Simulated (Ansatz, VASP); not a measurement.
**BeS: VASP beside Ansatz**

INCAR

```
SYSTEM = BeS
PREC     = Accurate       ! precision mode
ENCUT    = 520            ! plane-wave cutoff, eV
EDIFF    = 1E-7           ! SCF threshold, eV
ISMEAR   = -1             ! smearing method
SIGMA    = 0.02           ! smearing width, eV
LREAL    = .False.        ! projectors in reciprocal space
LASPH    = .True.         ! aspherical terms in the spheres
NELM     = 100            ! most SCF steps
ALGO     = Fast           ! electronic algorithm
ISIF     = 2              ! what is computed and relaxed
LWAVE    = .False.        ! write WAVECAR
LCHARG   = .False.        ! write CHGCAR
GGA      = PE             ! functional
NBANDS   = 11             ! bands
```

The input KPOINTS:

```
Automatic mesh
0
Gamma
  10 10 10
  0 0 0
```

POSCAR

```
BeS
1.0
    0.0000000000      2.3172971949      2.3172971949
    2.3172971949      0.0000000000      2.3172971949
    2.3172971949      2.3172971949      0.0000000000
Be S
1 1
Direct
    0.0000000000      0.0000000000      0.0000000000
    0.5000000000      0.5000000000      0.5000000000
```

Input for Ansatz:

```yaml
crystal:
  lattice:
    - [0.0, 2.3172971949, 2.3172971949]
    - [2.3172971949, 0.0, 2.3172971949]
    - [2.3172971949, 2.3172971949, 0.0]
  atoms:
    - { symbol: Be, position: [0.0, 0.0, 0.0] }
    - { symbol: S, position: [0.5, 0.5, 0.5] }
kpoints:
  mp_grid: { grid: [10, 10, 10] }
  band_path:
    path:
      - [0.0, 0.0, 0.0]
      - [0.5, 0.0, 0.5]
      - [0.625, 0.25, 0.625]
      - [0.375, 0.375, 0.75]
      - [0.5, 0.5, 0.5]
      - [0.5, 0.25, 0.75]
      - [0.15, 0.15, 0.3]
    npoints: 1
hamiltonian:
  xc: pbe
scf:
  occupations: { method: fermi_dirac, width: 0.02 }
  n_extra_bands: 4
output:
  forces: true
  stress: true
  eigenvalues: true
```

The cell was built by a generator and needn't be a form met in nature.

Alike in both runs: task single point; functional PBE; k mesh 10 × 10 × 10; occupations fermi-dirac, width 0.02 eV; no spin polarisation.

|  | VASP | Ansatz |
| --- | --- | --- |
| version | VASP 6.6.1 | Ansatz 0.2.0 |
| potentials or method | VASP PAW PBE potentials, release 64 (Be, S) | plane waves, PAW |
| plane-wave cutoff (eV) | 520 | 420 |
| valence electrons in the cell | 8 | 8 |

VASP gave:

| Item | Value |
| --- | --- |
| gap on the k mesh at the Fermi level (eV) | 1.03 |
| pressure (GPa) | -0.4 |

**Question.** Estimate Ansatz's values.

**Answer.** gap on the k mesh at the Fermi level (eV): 1.02; pressure (GPa): -0.4.

A k mesh can miss the band edges.
